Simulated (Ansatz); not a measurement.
## SnS$_{2}$: zone-centre modes at 1 GPa

The calculation used DFT PBE, scalar-relativistic, plane waves, PAW (Ansatz). Settings: 420 eV plane-wave cutoff, Γ-centred 12×12×6 mesh, fixed occupations. No spin polarisation. Phonons by linear response, acoustic sum rule imposed.

The cell, relaxed at 1 GPa:
```yaml
crystal:
  lattice:
    - [3.68706, 0.00000, 0.00000]
    - [-1.84353, 3.19309, 0.00000]
    - [0.00000, 0.00000, 6.14103]
  atoms:
    - { symbol: Sn, position: [0.00000, 0.00000, 0.00000] }
    - { symbol: S, position: [0.66667, 0.33333, 0.24077] }
    - { symbol: S, position: [0.33333, 0.66667, 0.75923] }
```

The crystal is built of layers and no dispersion correction was added, so the binding between them is poorly described, and with it their spacing and whatever depends on it. Spin–orbit coupling is left out, which matters for heavy elements.

Optical modes at Γ (transverse, no macroscopic field); i marks an imaginary frequency:
```
frequency (cm⁻¹) degeneracy IR intensity of the level ((D/Å)²/amu)
             196           2                                    0.00
             197           2                                   26.84
             300           1                                    0.00
             333           1                                    1.42
```

All 6 optical modes at Γ are real: no displacement of atoms at fixed cell lowers the energy to second order. Strains and modes at other wave vectors aren't tested by this run.

- Electronic dielectric constant ε∞ (principal values): 5.15, 8.14, 8.14
- Static dielectric constant ε0 (principal values): 5.5, 18.3, 18.3
- Refractive index √ε∞, mean: 2.67
- Kohn–Sham gap on the mesh: 1.50 eV
- Cost: 7.6 min on 1 thread of Arm Neoverse V1 (shared host), peak memory 1.4 GiB

Born effective charges (e):
```csv
atom,Z*xx,Z*yy,Z*zz,mean
Sn (atom 1),4.92,4.92,1.60,3.81
S (atom 2),-2.46,-2.46,-0.80,-1.91
```